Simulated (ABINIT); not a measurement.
# ZnS (F-43m) in ABINIT: a series of runs

Runs on ZnS. Level: PBE. Tasks: single point, equation of state.

Program: ABINIT 10.8.3 (patched build). These are calculated values, not measurements. Logs are shortened: lines on timing, memory, paths and dates and some standing lists are left out, and cuts for length are marked. The log counts tension as positive stress, the text compression.

**The experiment to reproduce.**

From “Electronic, vibrational, and thermodynamic properties of ZnS (zincblende and rocksalt structure)”, 2009, arxiv:0911.5022, for a bulk crystal of ZnS: bulk modulus 76.9 GPa.

The runs below are set against these values where they give the same quantity.

## 1. The structure

The structure is cubic, space group F-43m (No. 216). Conventional cell: a = 5.404 Å, b = 5.404 Å, c = 5.404 Å, α = 90.00°, β = 90.00°, γ = 90.00°. Zn (site symmetry -43m) is surrounded by 4 S at 2.34 Å. S (site symmetry -43m) is surrounded by 4 Zn at 2.34 Å.

## 2. Single point, PBE, 19.73 Å³/atom (biaxial strain of 0 %)

The input, run.abi:

```
pp_dirpath "./"
pseudos "Zn.GGA_PBE-JTH.xml, S.GGA_PBE-JTH.xml"

acell 3.8212050455 3.8212050455 3.8212050455 Angstrom
rprim
     0.0000000000     0.7071067812     0.7071067812
     0.7071067812     0.0000000000     0.7071067812
     0.7071067812     0.7071067812     0.0000000000
ntypat 2
znucl 30 16
natom 2
typat 1 2
xcart
     4.0530000000     4.0530000000     4.0530000000
     0.0000000000     0.0000000000     0.0000000000 Angstrom

ecut 22.0
pawecutdg 44.0
pawxcdev 0

kptopt 1
ngkpt 9 9 9
nshiftk 1
shiftk 0.0 0.0 0.0

ixc 11

nband 13
occopt 3
tsmear 0.05 eV

nstep 100
tolvrs 1.0e-9

iomode 3
prtwf 0
prtden 0
prteig 0
prtebands 0
enunit 1
```

Potentials or basis: JTH PAW PBE v2.0.

The run is started by

```
$ abinit run.abi > log 2>&1
```

run.abo:

```text
.Version 10.8.3 of ABINIT
 Symmetries : space group F-4 3 m (#216); Bravais cF (face-center cubic)
================================================================================
 Values of the parameters that define the memory need of the present run
     intxc =       0    ionmov =       0      iscf =      17    lmnmax =      18
     lnmax =       6     mgfft =      32  mpssoang =       3    mqgrid =    3001
     natom =       2  nloc_mem =       2    nspden =       1   nspinor =       1
    nsppol =       1      nsym =      24    n1xccc =       1    ntypat =       2
    occopt =       3   xclevel =       2
       mpw =        1326          nfft =       32768          nkpt =          35
 PAW method is used; the additional fine FFT grid is defined by:
   mgfftf=        45    nfftf =     91125
================================================================================
================================================================================

--------------------------------------------------------------------------------
------------- Echo of variables that govern the present computation ------------
--------------------------------------------------------------------------------
 -outvars: echo values of preprocessed input variables --------
            acell      7.2210310069E+00  7.2210310069E+00  7.2210310069E+00 Bohr
              amu      6.53900000E+01  3.20660000E+01
             ecut      2.20000000E+01 Hartree
           enunit           1
              ixc          11
         kptrlatt        9    0    0      0    9    0      0    0    9
          kptrlen      6.49892791E+01
            natom           2
            nband          13
            ngfft          32      32      32
          ngfftdg          45      45      45
             nkpt          35
            nstep         100
             nsym          24
           ntypat           2
           occopt           3
        pawecutdg      4.40000000E+01 Hartree
         pawxcdev           0
           prtden           0
        prtebands           0
           prteig           0
            prtwf           0
            rprim      0.0000000000E+00  7.0710678120E-01  7.0710678120E-01
                       7.0710678120E-01  0.0000000000E+00  7.0710678120E-01
                       7.0710678120E-01  7.0710678120E-01  0.0000000000E+00
          spgroup         216
           tolvrs      1.00000000E-09
           tsmear      1.83746611E-03 Hartree
            typat      1  2
           useylm           1
           xangst      4.0530000000E+00  4.0530000000E+00  4.0530000000E+00
                      -4.3055778998E-11 -4.3056003985E-11 -4.3055778998E-11
            xcart      7.6590599883E+00  7.6590599883E+00  7.6590599883E+00
                      -8.1363630444E-11 -8.1364055607E-11 -8.1363630444E-11
             xred      7.4999999999E-01  7.4999999999E-01  7.4999999999E-01
                      -7.9674322695E-12 -7.9673490028E-12 -7.9674322695E-12
            znucl       30.00000   16.00000

================================================================================

 chkinp: Checking input parameters for consistency.

================================================================================
== DATASET  1 ==================================================================

--- !DatasetInfo
iteration_state: {dtset: 1, }
dimensions: {natom: 2, nkpt: 35, mband: 13, nsppol: 1, nspinor: 1, nspden: 1, mpw: 1326, }
cutoff_energies: {ecut:  22.0, pawecutdg:  44.0, }
electrons: {nelect:   1.80000000E+01, charge:   0.00000000E+00, occopt:   3.00000000E+00, tsmear:   1.83746611E-03, }
meta: {optdriver: 0, ionmov: 0, optcell: 0, iscf: 17, paral_kgb: 0, }
...

 Exchange-correlation functional for the present dataset will be:
  GGA: Perdew-Burke-Ernzerhof functional - ixc=11
  J.P.Perdew, K.Burke, M.Ernzerhof, PRL 77, 3865 (1996)

 Real(R)+Recip(G) space primitive vectors, cartesian coordinates (Bohr,Bohr^-1):
 R(1)=  0.0000000  5.1060400  5.1060400  G(1)= -0.0979232  0.0979232  0.0979232
 R(2)=  5.1060400  0.0000000  5.1060400  G(2)=  0.0979232 -0.0979232  0.0979232
 R(3)=  5.1060400  5.1060400  0.0000000  G(3)=  0.0979232  0.0979232 -0.0979232
 Unit cell volume ucvol=  2.6624572E+02 bohr^3
 Angles (23,13,12)=  6.00000000E+01  6.00000000E+01  6.00000000E+01 degrees

 Coarse grid specifications (used for wave-functions):

 getcut: wavevector=  0.0000  0.0000  0.0000  ngfft=  32  32  32
         ecut(hartree)=     22.000   => boxcut(ratio)=   2.09882

 Fine grid specifications (used for densities):

 getcut: wavevector=  0.0000  0.0000  0.0000  ngfft=  45  45  45
         ecut(hartree)=     44.000   => boxcut(ratio)=   2.04062

[... 47 lines left out ...]
 ETOT 19  -74.695384651563    -9.780E-11 1.284E-06 1.044E-07
 ETOT 20  -74.695384651472     9.118E-11 9.846E-07 4.268E-08
 ETOT 21  -74.695384651451     2.045E-11 5.076E-07 2.007E-08
 ETOT 22  -74.695384651450     1.293E-12 5.325E-07 1.111E-08
 ETOT 23  -74.695384651425     2.457E-11 2.881E-07 2.713E-09
 ETOT 24  -74.695384651421     4.022E-12 3.500E-07 2.762E-11

 At SCF step   24       nres2   =  2.76E-11 < tolvrs=  1.00E-09 =>converged.

 Cartesian components of stress tensor (hartree/bohr^3)
  sigma(1 1)= -4.66729981E-05  sigma(3 2)=  0.00000000E+00
  sigma(2 2)= -4.66729981E-05  sigma(3 1)=  0.00000000E+00
  sigma(3 3)= -4.66729981E-05  sigma(2 1)=  0.00000000E+00

--- !ResultsGS
iteration_state: {dtset: 1, }
comment   : Summary of ground state results
lattice_vectors:
- [  0.0000000,   5.1060400,   5.1060400, ]
- [  5.1060400,   0.0000000,   5.1060400, ]
- [  5.1060400,   5.1060400,   0.0000000, ]
lattice_lengths: [   7.22103,    7.22103,    7.22103, ]
lattice_angles: [ 60.000,  60.000,  60.000, ] # degrees, (23, 13, 12)
lattice_volume:   2.6624572E+02
convergence: {deltae:  4.022E-12, res2:  2.762E-11, residm:  3.500E-07, diffor: null, }
etotal    :  -7.46953847E+01
entropy   :   0.00000000E+00
fermie    :   2.35005380E-01
cartesian_stress_tensor: # hartree/bohr^3
- [ -4.66729981E-05,   0.00000000E+00,   0.00000000E+00, ]
- [  0.00000000E+00,  -4.66729981E-05,   0.00000000E+00, ]
- [  0.00000000E+00,   0.00000000E+00,  -4.66729981E-05, ]
pressure_GPa:   1.3732E+00
xred      :
- [  7.5000E-01,   7.5000E-01,   7.5000E-01, Zn]
- [ -7.9674E-12,  -7.9673E-12,  -7.9674E-12,  S]
cartesian_forces: # hartree/bohr
- [ -8.23976735E-31,  -8.23976735E-31,   2.47193020E-30, ]
- [  8.23976735E-31,   8.23976735E-31,  -2.47193020E-30, ]
force_length_stats: {min:   2.73282167E-30, max:   2.73282167E-30, mean:   2.73282167E-30, }
...

 Integrated electronic density in atomic spheres:
 ------------------------------------------------
 Atom  Sphere_radius  Integrated_density
    1        2.30770         10.78951639
    2        1.90380          3.60827958

================================================================================

 ----iterations are completed or convergence reached----

 Mean square residual over all n,k,spin=   92.323E-11; max=  35.003E-08
 reduced coordinates (array xred) for    2 atoms
       0.749999999992      0.749999999992      0.749999999992
      -0.000000000008     -0.000000000008     -0.000000000008
 rms dE/dt=  1.1900E-29; max dE/dt=  1.6829E-29; dE/dt below (all hartree)
    1      -0.000000000000     -0.000000000000      0.000000000000
    2       0.000000000000      0.000000000000      0.000000000000

 cartesian coordinates (angstrom) at end:
    1      4.05300000000000     4.05300000000000     4.05300000000000
    2     -0.00000000004306    -0.00000000004306    -0.00000000004306

 cartesian forces (hartree/bohr) at end:
    1     -0.00000000000000    -0.00000000000000     0.00000000000000
    2      0.00000000000000     0.00000000000000    -0.00000000000000
 frms,max,avg= 1.5777953E-30 2.4719302E-30   0.000E+00  0.000E+00  0.000E+00 h/b

 cartesian forces (eV/Angstrom) at end:
    1     -0.00000000000000    -0.00000000000000     0.00000000000000
    2      0.00000000000000     0.00000000000000    -0.00000000000000
 frms,max,avg= 8.1133498E-29 1.2711176E-28   0.000E+00  0.000E+00  0.000E+00 e/A
 length scales=  7.221031006932  7.221031006932  7.221031006932 bohr
              =  3.821205045500  3.821205045500  3.821205045500 angstroms
 Fermi (or HOMO) energy (eV) =   6.39482   Average Vxc (eV)=  -9.35547
 Eigenvalues (   eV  ) for nkpt=  35  k points:
 kpt#   1, nband= 13, wtk=  0.00137, kpt=  0.0000  0.0000  0.0000 (reduced coord)
  -7.83941   -1.03091   -1.03091   -1.03091   -0.53183   -0.53183    5.30558    5.30558
   5.30558    7.40359   11.67202   11.67202   11.67202
 prteigrs : prtvol=0 or 1, do not print more k-points.

--- !EnergyTerms
iteration_state     : {dtset: 1, }
comment             : Components of total free energy in Hartree
kinetic             :  1.10258665940964E+01
hartree             :  2.12207882774338E+01
xc                  : -5.44101326511950E+00
Ewald energy        : -4.60608394397176E+01
psp_core            :  7.76162073137154E-01
local_psp           : -7.44854864325155E+01
PAW spherical_terms :  1.82691376372803E+01
internal            : -7.46953845554050E+01
'-kT*entropy'       : -3.91885115545776E-13
total_energy        : -7.46953845554054E+01
total_energy_eV     : -2.03256495992922E+03
...

--- !EnergyTermsDC
iteration_state     : {dtset: 1, }
comment             : '"Double-counting" decomposition of free energy'
band_energy         : -1.31667745750744E-01
Ewald energy        : -4.60608394397176E+01
psp_core            :  7.76162073137154E-01
xc_dc               : -2.07416559594626E+01
PAW spherical_terms : -8.53738357962717E+00
internal            : -7.46953846514210E+01
'-kT*entropy'       : -3.91885115545776E-13
total_energy_dc     : -7.46953846514214E+01
total_energy_dc_eV  : -2.03256496254195E+03
...

--- !EnergyTermsWithPAWCore
iteration_state     : {dtset: 1, }
comment             : 'Components of total free energy, including PAW core contributions'
Total energy        : -2.19531588371429E+03
Total energy DC     : -2.19531588381031E+03
Total energy (eV)   : -5.97375884436866E+04
Total energy DC (eV): -5.97375884462994E+04
...

 Cartesian components of stress tensor (hartree/bohr^3)
  sigma(1 1)= -4.66729981E-05  sigma(3 2)=  0.00000000E+00
  sigma(2 2)= -4.66729981E-05  sigma(3 1)=  0.00000000E+00
  sigma(3 3)= -4.66729981E-05  sigma(2 1)=  0.00000000E+00

-Cartesian components of stress tensor (GPa)         [Pressure=  1.3732E+00 GPa]
- sigma(1 1)= -1.37316701E+00  sigma(3 2)=  0.00000000E+00
- sigma(2 2)= -1.37316701E+00  sigma(3 1)=  0.00000000E+00
- sigma(3 3)= -1.37316701E+00  sigma(2 1)=  0.00000000E+00

== END DATASET(S) ==============================================================
================================================================================

 -outvars: echo values of variables after computation  --------
            acell      7.2210310069E+00  7.2210310069E+00  7.2210310069E+00 Bohr
           etotal     -7.4695384651E+01
            fcart     -8.2397673492E-31 -8.2397673492E-31  2.4719302048E-30
                       8.2397673492E-31  8.2397673492E-31 -2.4719302048E-30
            rprim      0.0000000000E+00  7.0710678120E-01  7.0710678120E-01
                       7.0710678120E-01  0.0000000000E+00  7.0710678120E-01
                       7.0710678120E-01  7.0710678120E-01  0.0000000000E+00
           strten     -4.6672998066E-05 -4.6672998066E-05 -4.6672998066E-05
                       0.0000000000E+00  0.0000000000E+00  0.0000000000E+00
           xangst      4.0530000000E+00  4.0530000000E+00  4.0530000000E+00
                      -4.3055778998E-11 -4.3056003985E-11 -4.3055778998E-11
             xred      7.4999999999E-01  7.4999999999E-01  7.4999999999E-01
                      -7.9674322695E-12 -7.9673490028E-12 -7.9674322695E-12
 Calculation completed.
```

Wall time 42 s (1 thread of Arm Neoverse V1, shared host); peak memory 0.11 GiB.

What came out:

```yaml
Free_energy: -2032.5650 eV
Pressure: 1.4 GPa
Band_gap_on_the_k_mesh: 2.10 eV, direct
Valence_electrons_inside_the_program's_atomic_spheres: Zn 10.79; S 3.61
```

## 3. Single point, PBE, 18.18 Å³/atom (biaxial strain of -4 %)

The input, run.abi:

```
pp_dirpath "./"
pseudos "Zn.GGA_PBE-JTH.xml, S.GGA_PBE-JTH.xml"

acell 3.7455607012 3.7455607012 3.6683568437 Angstrom
rprim
     0.0000000000     0.6925318282     0.7213873210
     0.6925318282     0.0000000000     0.7213873210
     0.7071067812     0.7071067812     0.0000000000
ntypat 2
znucl 30 16
natom 2
typat 1 2
xcart
     3.8908800000     3.8908800000     4.0530000000
     0.0000000000     0.0000000000     0.0000000000 Angstrom
chkprim 0
chksymtnons 0
tolsym 1.0e-6

ecut 22.0
pawecutdg 44.0
pawxcdev 0

kptopt 1
ngkpt 9 9 9
nshiftk 1
shiftk 0.0 0.0 0.0

ixc 11

nband 13
occopt 3
tsmear 0.05 eV

nstep 100
tolvrs 1.0e-9

iomode 3
prtwf 0
prtden 0
prteig 0
prtebands 0
enunit 1
```

Potentials or basis: JTH PAW PBE v2.0.

The run is started by

```
$ abinit run.abi > log 2>&1
```

Run time: 3 min. Hardware: 1 thread of Arm Neoverse V1, shared host; peak memory 0.14 GiB.

It converged, with:

- Free energy: -2032.4632 eV
- Pressure: 8.8 GPa
- Band gap on the k mesh: 2.40 eV, direct
- Valence electrons inside the program's atomic spheres: Zn 10.91; S 3.64

## 4. Equation of state, PBE

The input, run.abi:

```
ndtset 7
getwfk -1
scalecart1 3*0.9795861087
scalecart2 3*0.9864848297
scalecart3 3*0.9932883884
scalecart4 3*1.0000000000
scalecart5 3*1.0066227096
scalecart6 3*1.0131594038
scalecart7 3*1.0196128224

pp_dirpath "./"
pseudos "Zn.GGA_PBE-JTH.xml, S.GGA_PBE-JTH.xml"

acell 3.8212050455 3.8212050455 3.8212050455 Angstrom
rprim
     0.0000000000     0.7071067812     0.7071067812
     0.7071067812     0.0000000000     0.7071067812
     0.7071067812     0.7071067812     0.0000000000
ntypat 2
znucl 30 16
natom 2
typat 1 2
xred
     0.7500000000     0.7500000000     0.7500000000
     0.0000000000     0.0000000000     0.0000000000

ecut 22.0
pawecutdg 44.0
pawxcdev 0

kptopt 1
ngkpt 9 9 9
nshiftk 1
shiftk 0.0 0.0 0.0

ixc 11

nband 13
occopt 3
tsmear 0.05 eV

nstep 100
tolvrs 1.0e-9

iomode 3
prtwf 1
prtden 0
prteig 0
prtebands 0
enunit 1
```

Potentials or basis: JTH PAW PBE v2.0.

The run is started by

```
$ abinit run.abi > log 2>&1
```

run.abo:

```text
.Version 10.8.3 of ABINIT
 DATASET    1 : space group F-4 3 m (#216); Bravais cF (face-center cubic)
================================================================================
 Values of the parameters that define the memory need for DATASET  1.
     intxc =       0    ionmov =       0      iscf =      17    lmnmax =      18
     lnmax =       6     mgfft =      30  mpssoang =       3    mqgrid =    3001
     natom =       2  nloc_mem =       2    nspden =       1   nspinor =       1
    nsppol =       1      nsym =      24    n1xccc =       1    ntypat =       2
    occopt =       3   xclevel =       2
       mpw =        1258          nfft =       27000          nkpt =          35
 PAW method is used; the additional fine FFT grid is defined by:
   mgfftf=        45    nfftf =     91125
================================================================================
================================================================================
[... 71 lines left out ...]
 DATASET    7 : space group F-4 3 m (#216); Bravais cF (face-center cubic)
[... 1555 lines left out ...]
                       3.2959069397E-30 -9.8877208190E-30  3.2959069397E-30
            fcart5    -4.9113340702E-30  1.6371113567E-30  1.6371113567E-30
                       4.9113340702E-30 -1.6371113567E-30 -1.6371113567E-30
[... 38 lines left out ...]
                       0.0000000000E+00  0.0000000000E+00  0.0000000000E+00
           xangst1     3.9702624986E+00  3.9702624986E+00  3.9702624986E+00
                       0.0000000000E+00  0.0000000000E+00  0.0000000000E+00
           xangst2     3.9982230148E+00  3.9982230148E+00  3.9982230148E+00
                       0.0000000000E+00  0.0000000000E+00  0.0000000000E+00
           xangst3     4.0257978382E+00  4.0257978382E+00  4.0257978382E+00
                       0.0000000000E+00  0.0000000000E+00  0.0000000000E+00
           xangst4     4.0530000000E+00  4.0530000000E+00  4.0530000000E+00
                       0.0000000000E+00  0.0000000000E+00  0.0000000000E+00
           xangst5     4.0798418421E+00  4.0798418421E+00  4.0798418421E+00
                       0.0000000000E+00  0.0000000000E+00  0.0000000000E+00
           xangst6     4.1063350636E+00  4.1063350636E+00  4.1063350636E+00
                       0.0000000000E+00  0.0000000000E+00  0.0000000000E+00
           xangst7     4.1324907692E+00  4.1324907692E+00  4.1324907692E+00
                       0.0000000000E+00  0.0000000000E+00  0.0000000000E+00
             xred      7.5000000000E-01  7.5000000000E-01  7.5000000000E-01
                       0.0000000000E+00  0.0000000000E+00  0.0000000000E+00
 Calculation completed.
```

It took 5.2 min on 1 thread of Arm Neoverse V1, shared host; peak memory 0.15 GiB.

Results:

| Quantity | Value |
| --- | --- |
| Equilibrium volume | 20.15 Å³/atom |
| Bulk modulus | 70 GPa |
| Pressure derivative of the bulk modulus | 4.4 |

Energy against volume, from the lowest point:
```
volume (Å³/atom)  energy (meV/atom)
          18.543              32.40
          18.938              17.73
          19.332               7.74
          19.727               1.98
          20.121               0.00
          20.516               1.43
          20.910               5.92
```

Caveat: pressures at fixed basis lie under the slope of the energies.

## 5. How close it comes

Step 4. A measured bulk modulus of ZnS is 76.9 GPa (quoted in “Electronic, vibrational, and thermodynamic properties of ZnS (zincblende and rocksalt structure)”, 2009, arxiv:0911.5022); the calculated 70 GPa misses it by -8.8 %. The fit is for a static lattice scaled at fixed shape and fixed fractional positions.
